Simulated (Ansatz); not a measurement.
## HgSe under changes of volume

One of the cells (28.067 Å³/atom); the others are scaled copies at fixed shape and fractional positions:

```
Hg Se
1.0
     0.00000    3.03900    3.03900
     3.03900    0.00000    3.03900
     3.03900    3.03900    0.00000
Hg Se
1 1
Direct
  0.00000 0.00000 0.00000
  0.75000 0.75000 0.75000
```

```yaml
Program: Ansatz 0.2.0
Functional: PBEsol
Potentials_or_basis: all-electron LAPW, scalar-relativistic
Cutoff: 300 eV (chosen from the basis error)
Basis_error_allowed: 0.0005 eV/atom
k_mesh: 8 × 8 × 8
Occupations: fermi-dirac, width 0.05 eV
Spin: no spin polarisation
```

| volume (Å³/atom) | energy over the lowest point (meV/atom) | pressure (GPa) |
| --- | --- | --- |
| 26.383 | 40.22 | 5.8 |
| 26.944 | 22.86 | 4.2 |
| 27.505 | ? | ? |
| 28.067 | 3.30 | 1.5 |
| 28.628 | 0.00 | 0.4 |
| 29.189 | 0.38 | -0.6 |
| 29.751 | 4.04 | -1.5 |

Question: What does the run at 27.505 Å³/atom give?

Answer: Energy over the lowest point 10.75 meV/atom; pressure 2.8 GPa.

Worked out: A Birch-Murnaghan fit of order 3 (a polynomial in V^(-2/3)) to the other rows has its minimum at 28.85 Å³/atom with B0 = V·E''(V) = 52 GPa and B' = 5.1. It gives 10.75 meV/atom at 27.505 Å³/atom, against the run's 10.75, and -dE/dV = 2.8 GPa, against 2.8.

Energies are extrapolated to zero smearing.
